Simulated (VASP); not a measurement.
# Ba (P6/mmm) in VASP: a series of runs

The runs below take Ba through single point, with LDA.

Everything below comes from runs of VASP 6.6.1. Logs are shortened: lines on timing, memory, paths and dates and some standing lists are left out, and cuts for length are marked.

## 1. The structure

Symmetry: P6/mmm, No. 191, hexagonal system. The conventional cell has a = 4.312 Å, b = 4.312 Å, c = 3.913 Å, α = 90.00°, β = 90.00°, γ = 120.00°. Ba (site symmetry 6/mmm) has 8 Ba at 3.91 to 4.31 Å as nearest neighbours.

This isn't the form of Ba at room conditions, which is bcc.

## 2. Single point, LDA

INCAR reads:

```
SYSTEM = Ba
ADDGRID = .False.
ALGO = Normal
EDIFF = 1E-6
ENCUT = 550
GGA = CA
ISIF = 2
ISMEAR = -1
LASPH = .True.
LCHARG = .False.
LREAL = .False.
LWAVE = .False.
NBANDS = 11
NELM = 100
PREC = Accurate
SIGMA = 0.2
```

KPOINTS reads:

```
k-points
0
Gamma
  12 12 12
  0 0 0
```

POSCAR reads:

```
Ba
1.0
    4.3116136979      0.0000000000      0.0000000000
   -2.1558068490      3.7339669937      0.0000000000
    0.0000000000      0.0000000000      3.9134133000
Ba
1
Direct
    0.0000000000      0.0000000000      0.0000000000
```

Potentials or basis: VASP PAW LDA potentials, release 64 (Ba_sv).

On the command line:

```console
> cat potpaw_LDA.64/Ba_sv/POTCAR > POTCAR
> mpirun -np 1 vasp_std > vasp.out
```

OUTCAR:

```text
SYSTEM = Ba
   EDIFF = 1E-6
   ENCUT = 550
   GGA = CA
   ISIF = 2
   ISMEAR = -1
   LASPH = .True.
   LREAL = .False.
   NELM = 100
   PREC = Accurate

 Found    133 irreducible k-points:

 Following reciprocal coordinates:
            Coordinates               Weight
  0.000000  0.000000  0.000000      1.000000
  0.083333 -0.000000  0.000000      6.000000
  0.166667  0.000000  0.000000      6.000000
  0.250000  0.000000  0.000000      6.000000
  0.333333  0.000000  0.000000      6.000000
  0.416667 -0.000000  0.000000      6.000000
   k-points           NKPTS =    133   k-points in BZ     NKDIM =    133   number of bands    NBANDS=     11
   number of dos      NEDOS =    301   number of ions     NIONS =      1
   total plane-waves  NPLWV =  38880
   dimension x,y,z NGX =    36 NGY =   36 NGZ =   30
   dimension x,y,z NGXF=    72 NGYF=   72 NGZF=   60
   ions per type =               1
   NGX,Y,Z   is equivalent  to a cutoff of  13.88, 13.88, 12.74 a.u.
   NGXF,Y,Z  is equivalent  to a cutoff of  27.76, 27.76, 25.49 a.u.
 SYSTEM =  Ba
   PREC   = accura    normal or accurate (medium, high low for compatibility)
   ISTART =      0    job   : 0-new  1-cont  2-samecut
   ICHARG =      2    charge: 1-file 2-atom 10-const
   ISPIN  =      1    spin polarized calculation?
   LNONCOLLINEAR =      F non collinear calculations
   LSORBIT =      F    spin-orbit coupling
   LASPH  =      T    aspherical Exc in radial PAW
   ENCUT  =  550.0 eV  40.42 Ry    6.36 a.u.   8.24  8.24  7.48*2*pi/ulx,y,z
   NELM   =    100;   NELMIN=  2; NELMDL= -5     # of ELM steps
   EDIFF  = 0.1E-05   stopping-criterion for ELM
   LREAL  =      F    real-space projection
   EDIFFG = 0.1E-04   stopping-criterion for IOM
   NSW    =      0    number of steps for IOM
   IBRION =     -1    ionic relax: 0-MD 1-quasi-New 2-CG
   NFREE  =      0    steps in history (QN), initial steepest desc. (CG)
   ISIF   =      2    stress and relaxation
   ISYM   =      2    0-nonsym 1-usesym 2-fastsym
   POTIM  = 0.5000    time-step for ionic-motion
   TEBEG  =    0.0;   TEEND  =   0.0 temperature during run
   PSTRESS=    0.0 pullay stress
   NELECT =      10.0000    total number of electrons
   NUPDOWN=      -1.0000    fix difference up-down
   EMIN   =  10.00;   EMAX   =-10.00  energy-range for DOS
   EFERMI =   0.00;   METHOD = LEGACY
   ISMEAR =    -1;   SIGMA  =   0.20  broadening in eV -4-tet -1-fermi 0-gaus
   EFERMI_NEDOS =   21; number of points for ismear=-14 and -15
   IALGO  =     38    algorithm
   IMIX   =      4    mixing-type and parameters
     AMIX     =   0.40;   BMIX     =  1.00
     AMIX_MAG =   1.60;   BMIX_MAG =  1.00
  volume/ion in A,a.u.               =      63.00       425.17
  Fermi-wavevector in a.u.,A,eV,Ry     =   0.886379  1.675014 10.689660  0.785668
  Thomas-Fermi vector in A             =   2.007537
   LORBIT       =      0    0 simple, 1 ext, 2 COOP (PROOUT), +10 PAW based schemes
   GGA     = CA    functional components
   LHFCALC =     F    Hartree Fock is set to
   AEXX    =    0.0000 exact exchange contribution
   IVDW    =     0    specifies the selected vdW correction
   LEPSILON=     F    determine dielectric tensor
   LRPA    =     F    only Hartree local field effects (RPA)
 non-spin polarized calculation
  energy-cutoff  :      550.00
  volume of cell :       63.00
 maximum number of plane-waves:      1872
 NGX is ok and might be reduce to    36
   NGX = 17   NGY = 17   NGZ = 15

 number of electron      10.0000000 magnetization

 Free energy of the ion-electron system (eV)
  ---------------------------------------------------
  ext. energy  EPLUGINS =         0.00000000
  ---------------------------------------------------
  free energy    TOTEN  =        -2.13996734 eV

  energy without entropy =       -1.90564025  energy(sigma->0) =       -2.02280379

 E-fermi :   1.3898     XC(G=0):  -7.5979

 val. band max:        1.3838438338   @ k =   0.3333   0.2500   0.0833
 cond. band min:       1.3944189500   @ k =   0.5000   0.0000   0.2500
 fundamental gap:      0.0105751162
 Fermi energy:         1.3898068719

 k-point     1 :       0.0000    0.0000    0.0000
  band No.  band energies     occupation
      1     -27.5369      2.00000
      2     -12.4816      2.00000
      3     -12.4816      2.00000
      4     -12.3751      2.00000
      5      -1.2703      2.00000
      6       1.4674      0.80839
      7       3.0999      0.00039
      8       3.0999      0.00039
      9       6.2935      0.00000
     10       6.2935      0.00000
     11       7.5389      0.00000

 k-point     2 :       0.0833   -0.0000    0.0000
  band No.  band energies     occupation
      1     -27.5340      2.00000
      2     -12.5177      2.00000
      3     -12.4896      2.00000
      4     -12.3716      2.00000
      5      -1.1509      1.99999
      6       1.5180      0.69012
      7       2.9161      0.00097
      8       3.2193      0.00021
      9       6.0537      0.00000
     10       6.2619      0.00000
     11       7.9064      0.00000

 k-point     3 :       0.1667    0.0000    0.0000
  band No.  band energies     occupation
      1     -27.5263      2.00000
      2     -12.6142      2.00000
      3     -12.5114      2.00000
      4     -12.3619      2.00000
      5      -0.8186      1.99997
      6       1.6493      0.42918
      7       2.5334      0.00655
      8       3.5712      0.00004
      9       5.5642      0.00000
     10       6.1782      0.00000
     11       8.8006      0.00000

 k-point     4 :       0.2500    0.0000    0.0000
  band No.  band energies     occupation
      1     -27.5156      2.00000
      2     -12.7416      2.00000
      3     -12.5408      2.00000
      4     -12.3485      2.00000
      5      -0.3516      1.99967
      6       1.7420      0.29337
      7       2.2735      0.02382
      8       4.1355      0.00000
      9       5.0775      0.00000
     10       6.0696      0.00000
     11       8.2262      0.00000

 k-point     5 :       0.3333    0.0000    0.0000
  band No.  band energies     occupation
      1     -27.5049      2.00000
      2     -12.8643      2.00000
      3     -12.5699      2.00000
      4     -12.3351      2.00000
      5       0.1123      1.99664
      6       1.6599      0.41153
      7       2.3535      0.01603
      8       4.6938      0.00000
      9       4.8725      0.00000
     10       5.9667      0.00000
     11       7.6087      0.00000

 k-point     6 :       0.4167   -0.0000    0.0000
  band No.  band energies     occupation
      1     -27.4970      2.00000
      2     -12.9515      2.00000
      3     -12.5909      2.00000
      4     -12.3253      2.00000
      5       0.3969      1.98613
      6       1.6817      0.37704
      7       2.4688      0.00904
      8       4.4523      0.00000
      9       5.6911      0.00000
     10       5.8946      0.00000
     11       7.3526      0.00000

 [... further k-points ...]

------------------------ aborting loop because EDIFF is reached ----------------------------------------

  FORCE on cell =-STRESS in cart. coord.  units (eV):
  Direction    XX          YY          ZZ          XY          YZ          ZX
  --------------------------------------------------------------------------------------
  -------------------------------------------------------------------------------------
  Total       -0.5558134     -0.5558134     -0.2014672      0.0000000      0.0000000      0.0000000
  in kB      -14.1342764    -14.1342764     -5.1232907      0.0000000      0.0000000      0.0000000
  external PRESSURE =     -11.1306145 kB  Pullay stress =       0.0000000 kB

 VOLUME and BASIS-vectors are now :
 -----------------------------------------------------------------------------
  energy-cutoff  :      550.00
  volume of cell :       63.00
      direct lattice vectors                 reciprocal lattice vectors
     4.311613698  0.000000000  0.000000000     0.231931724  0.133905844  0.000000000
    -2.155806849  3.733966994  0.000000000     0.000000000  0.267811687  0.000000000
     0.000000000  0.000000000  3.913413300     0.000000000  0.000000000  0.255531405

 POSITION                                       TOTAL-FORCE (eV/Angst)
 -----------------------------------------------------------------------------------
      0.00000      0.00000      0.00000         0.000000      0.000000      0.000000
 -----------------------------------------------------------------------------------
    total drift:                                0.000000      0.000000     -0.000000

  FREE ENERGIE OF THE ION-ELECTRON SYSTEM (eV)
  ---------------------------------------------------
  free  energy   TOTEN  =        -2.1399673403 eV

  energy  without entropy=       -1.9056402479  energy(sigma->0) =       -2.02280379
```

stdout:

```text
POSCAR found type information on POSCAR Ba
 POSCAR found :  1 types and       1 ions
 scaLAPACK will be used
 LDA part: xc-table for (Slater(with rela. corr.)+CA(PZ))
 , standard interpolation
 POSCAR, INCAR and KPOINTS ok, starting setup
 FFT: planning ... GRIDC
 FFT: planning ... GRID_SOFT
 FFT: planning ... GRID
 WAVECAR not read
 entering main loop
```

Run time: 25 s. Hardware: 1 thread of Intel Xeon 6975P-C (Granite Rapids), shared host; peak memory 0.23 GiB.

These settings aren't checked as converged: the numbers below hold their error.

What came out:

* Free energy: -2.1400 eV
* Pressure: -1.1 GPa
* Band gap on the k mesh: none (metal or under the smearing width)

## 3. Single point, LDA

INCAR is that of step 2.

KPOINTS is that of step 2.

POSCAR reads:

```
Ba
1.0
    4.3404360000      0.0427450000      0.0778240000
   -2.1332000000      3.6827230000     -0.0419260000
    0.0706370000     -0.0031590000      3.9204320000
Ba
1
Direct
    0.0107920000      0.0146870000     -0.0229320000
```

Potentials or basis: VASP PAW LDA potentials, release 64 (Ba_sv).

On the command line:

```console
> cat potpaw_LDA.64/Ba_sv/POTCAR > POTCAR
> mpirun -np 1 vasp_std > vasp.out
```

OUTCAR:

```text
SYSTEM = Ba
   EDIFF = 1E-6
   ENCUT = 550
   GGA = CA
   ISIF = 2
   ISMEAR = -1
   LASPH = .True.
   LREAL = .False.
   NELM = 100
   PREC = Accurate

 Found    868 irreducible k-points:

 Following reciprocal coordinates:
            Coordinates               Weight
  0.000000  0.000000  0.000000      1.000000
  0.083333  0.000000 -0.000000      2.000000
  0.166667 -0.000000  0.000000      2.000000
  0.250000  0.000000 -0.000000      2.000000
  0.333333  0.000000 -0.000000      2.000000
  0.416667 -0.000000 -0.000000      2.000000
   k-points           NKPTS =    868   k-points in BZ     NKDIM =    868   number of bands    NBANDS=     11
   number of dos      NEDOS =    301   number of ions     NIONS =      1
   total plane-waves  NPLWV =  38880
   dimension x,y,z NGX =    36 NGY =   36 NGZ =   30
   dimension x,y,z NGXF=    72 NGYF=   72 NGZF=   60
   ions per type =               1
   NGX,Y,Z   is equivalent  to a cutoff of  13.79, 14.06, 12.72 a.u.
   NGXF,Y,Z  is equivalent  to a cutoff of  27.57, 28.12, 25.44 a.u.
 SYSTEM =  Ba
   PREC   = accura    normal or accurate (medium, high low for compatibility)
   ISTART =      0    job   : 0-new  1-cont  2-samecut
   ICHARG =      2    charge: 1-file 2-atom 10-const
   ISPIN  =      1    spin polarized calculation?
   LNONCOLLINEAR =      F non collinear calculations
   LSORBIT =      F    spin-orbit coupling
   LASPH  =      T    aspherical Exc in radial PAW
   ENCUT  =  550.0 eV  40.42 Ry    6.36 a.u.   8.30  8.14  7.50*2*pi/ulx,y,z
   NELM   =    100;   NELMIN=  2; NELMDL= -5     # of ELM steps
   EDIFF  = 0.1E-05   stopping-criterion for ELM
   LREAL  =      F    real-space projection
   EDIFFG = 0.1E-04   stopping-criterion for IOM
   NSW    =      0    number of steps for IOM
   IBRION =     -1    ionic relax: 0-MD 1-quasi-New 2-CG
   NFREE  =      0    steps in history (QN), initial steepest desc. (CG)
   ISIF   =      2    stress and relaxation
   ISYM   =      2    0-nonsym 1-usesym 2-fastsym
   POTIM  = 0.5000    time-step for ionic-motion
   TEBEG  =    0.0;   TEEND  =   0.0 temperature during run
   PSTRESS=    0.0 pullay stress
   NELECT =      10.0000    total number of electrons
   NUPDOWN=      -1.0000    fix difference up-down
   EMIN   =  10.00;   EMAX   =-10.00  energy-range for DOS
   EFERMI =   0.00;   METHOD = LEGACY
   ISMEAR =    -1;   SIGMA  =   0.20  broadening in eV -4-tet -1-fermi 0-gaus
   EFERMI_NEDOS =   21; number of points for ismear=-14 and -15
   IALGO  =     38    algorithm
   IMIX   =      4    mixing-type and parameters
     AMIX     =   0.40;   BMIX     =  1.00
     AMIX_MAG =   1.60;   BMIX_MAG =  1.00
  volume/ion in A,a.u.               =      63.00       425.17
  Fermi-wavevector in a.u.,A,eV,Ry     =   0.886379  1.675014 10.689661  0.785668
  Thomas-Fermi vector in A             =   2.007537
   LORBIT       =      0    0 simple, 1 ext, 2 COOP (PROOUT), +10 PAW based schemes
   GGA     = CA    functional components
   LHFCALC =     F    Hartree Fock is set to
   AEXX    =    0.0000 exact exchange contribution
   IVDW    =     0    specifies the selected vdW correction
   LEPSILON=     F    determine dielectric tensor
   LRPA    =     F    only Hartree local field effects (RPA)
 non-spin polarized calculation
  energy-cutoff  :      550.00
  volume of cell :       63.00
 maximum number of plane-waves:      1865
 NGX is ok and might be reduce to    36
   NGX = 17   NGY = 17   NGZ = 15

 number of electron      10.0000000 magnetization

 Free energy of the ion-electron system (eV)
  ---------------------------------------------------
  ext. energy  EPLUGINS =         0.00000000
  ---------------------------------------------------
  free energy    TOTEN  =        -2.14067709 eV

  energy without entropy =       -1.90605955  energy(sigma->0) =       -2.02336832

 E-fermi :   1.3899     XC(G=0):  -7.5978

 val. band max:        1.3879938506   @ k =  -0.2500   0.0833   0.5000
 cond. band min:       1.3902185381   @ k =   0.4167   0.2500   0.0833
 fundamental gap:      0.0022246876
 Fermi energy:         1.3898564678

 k-point     1 :       0.0000    0.0000    0.0000
  band No.  band energies     occupation
      1     -27.5352      2.00000
      2     -12.4876      2.00000
      3     -12.4688      2.00000
      4     -12.3788      2.00000
      5      -1.2707      2.00000
      6       1.4747      0.79091
      7       2.9715      0.00074
      8       3.2442      0.00019
      9       6.2387      0.00000
     10       6.3079      0.00000
     11       7.5504      0.00000

 k-point     2 :       0.0833    0.0000   -0.0000
  band No.  band energies     occupation
      1     -27.5326      2.00000
      2     -12.5223      2.00000
      3     -12.4760      2.00000
      4     -12.3755      2.00000
      5      -1.1544      1.99999
      6       1.5231      0.67870
      7       2.8100      0.00165
      8       3.3588      0.00011
      9       6.0083      0.00000
     10       6.2780      0.00000
     11       7.8877      0.00000

 k-point     3 :       0.1667   -0.0000    0.0000
  band No.  band energies     occupation
      1     -27.5253      2.00000
      2     -12.6154      2.00000
      3     -12.4956      2.00000
      4     -12.3665      2.00000
      5      -0.8305      1.99997
      6       1.6478      0.43183
      7       2.4681      0.00907
      8       3.6974      0.00002
      9       5.5332      0.00000
     10       6.2020      0.00000
     11       8.6654      0.00000

 k-point     4 :       0.2500    0.0000   -0.0000
  band No.  band energies     occupation
      1     -27.5153      2.00000
      2     -12.7383      2.00000
      3     -12.5220      2.00000
      4     -12.3541      2.00000
      5      -0.3744      1.99970
      6       1.7336      0.30402
      7       2.2367      0.02856
      8       4.2401      0.00000
      9       5.0606      0.00000
     10       6.1036      0.00000
     11       8.1452      0.00000

 k-point     5 :       0.3333    0.0000   -0.0000
  band No.  band energies     occupation
      1     -27.5053      2.00000
      2     -12.8570      2.00000
      3     -12.5482      2.00000
      4     -12.3416      2.00000
      5       0.0822      1.99711
      6       1.6584      0.41419
      7       2.3115      0.01975
      8       4.6874      0.00000
      9       4.9480      0.00000
     10       6.0105      0.00000
     11       7.5431      0.00000

 k-point     6 :       0.4167   -0.0000   -0.0000
  band No.  band energies     occupation
      1     -27.4980      2.00000
      2     -12.9413      2.00000
      3     -12.5671      2.00000
      4     -12.3324      2.00000
      5       0.3717      1.98777
      6       1.6778      0.38317
      7       2.4123      0.01197
      8       4.4543      0.00000
      9       5.7181      0.00000
     10       5.9467      0.00000
     11       7.2926      0.00000

 [... further k-points ...]

------------------------ aborting loop because EDIFF is reached ----------------------------------------

  FORCE on cell =-STRESS in cart. coord.  units (eV):
  Direction    XX          YY          ZZ          XY          YZ          ZX
  --------------------------------------------------------------------------------------
  -------------------------------------------------------------------------------------
  Total       -0.5839038     -0.5057185     -0.2160744     -0.0548438     -0.0024086      0.0540044
  in kB      -14.8486130    -12.8603687     -5.4947510     -1.3946729     -0.0612513      1.3733276
  external PRESSURE =     -11.0679109 kB  Pullay stress =       0.0000000 kB

 VOLUME and BASIS-vectors are now :
 -----------------------------------------------------------------------------
  energy-cutoff  :      550.00
  volume of cell :       63.00
      direct lattice vectors                 reciprocal lattice vectors
     4.340436000  0.042745000  0.077824000     0.229156949  0.132692299 -0.004021951
    -2.133200000  3.682723000 -0.041926000    -0.002663728  0.269998278  0.000265553
     0.070637000 -0.003159000  3.920432000    -0.004577452  0.000253366  0.255156610

 POSITION                                       TOTAL-FORCE (eV/Angst)
 -----------------------------------------------------------------------------------
      0.08453      0.05146      3.83075        -0.000000     -0.000000      0.000000
 -----------------------------------------------------------------------------------
    total drift:                               -0.000000      0.000000     -0.000001

  FREE ENERGIE OF THE ION-ELECTRON SYSTEM (eV)
  ---------------------------------------------------
  free  energy   TOTEN  =        -2.1406770911 eV

  energy  without entropy=       -1.9060595522  energy(sigma->0) =       -2.02336832
```

stdout:

```text
POSCAR found type information on POSCAR Ba
 POSCAR found :  1 types and       1 ions
 scaLAPACK will be used
 LDA part: xc-table for (Slater(with rela. corr.)+CA(PZ))
 , standard interpolation
 POSCAR, INCAR and KPOINTS ok, starting setup
 FFT: planning ... GRIDC
 FFT: planning ... GRID_SOFT
 FFT: planning ... GRID
 WAVECAR not read
 entering main loop
```

Wall time 2.8 min (1 thread of Intel Xeon 6975P-C (Granite Rapids), shared host); peak memory 0.69 GiB.

The run converged, but some of its settings lie outside the range that counts as converged, so its numbers aren't taken as properties of the crystal.

What came out:

```
Free energy            : -2.1407 eV
Pressure               : -1.1 GPa
Band gap on the k mesh : none (metal or under the smearing width)
```

(Continued in part 2 of 2.)
